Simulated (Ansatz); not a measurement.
**ZrC under changes of volume**

One of the cells (13.174 Å³/atom); the others are scaled copies at fixed shape and fractional positions:

```
CELL_PARAMETERS angstrom
3.39148 0.00000 0.00000
-1.69574 2.93710 0.00000
0.00000 0.00000 5.29005
ATOMIC_POSITIONS crystal
Zr 0.66667 0.33333 0.75000
Zr 0.33333 0.66667 0.25000
C 0.00000 0.00000 0.50000
C 0.00000 0.00000 0.00000
```

The cell comes from a database or a generator and needn't be the stable form of this composition.

```yaml
Program: Ansatz 0.2.0
Functional: LDA
Potentials_or_basis: Ansatz PAW
Cutoff: "420 eV (not typed: the program's choice for these potentials)"
k_mesh: 9 × 9 × 5
Occupations: fermi-dirac, width 0.05 eV
Spin: no spin polarisation
```

```csv
volume (Å³/atom),energy over the lowest point (meV/atom),pressure (GPa)
12.383,0.00,2.0
12.647,0.90,-3.1
12.910,9.78,-7.7
13.174,?,?
13.437,48.24,-15.5
13.701,76.42,-18.8
13.964,109.81,-21.7
```

**Question.** What does the run at 13.174 Å³/atom give?

**Answer.** Energy over the lowest point 25.82 meV/atom; pressure -11.8 GPa.

Worked out: A Birch-Murnaghan fit of order 3 (a polynomial in V^(-2/3)) to the other rows has its minimum at 12.49 Å³/atom with B0 = V·E''(V) = 244 GPa and B' = 4.1 at fixed shape and positions, which overstates the stiffness. It gives 25.82 meV/atom at 13.174 Å³/atom, against the run's 25.82, and -dE/dV = -11.8 GPa, against -11.8.

Energies are extrapolated to zero smearing.

Caveats: the PAW data sets come from PBE, with cores solved anew for the run's functional, which leaves a small shift of forces and pressure.
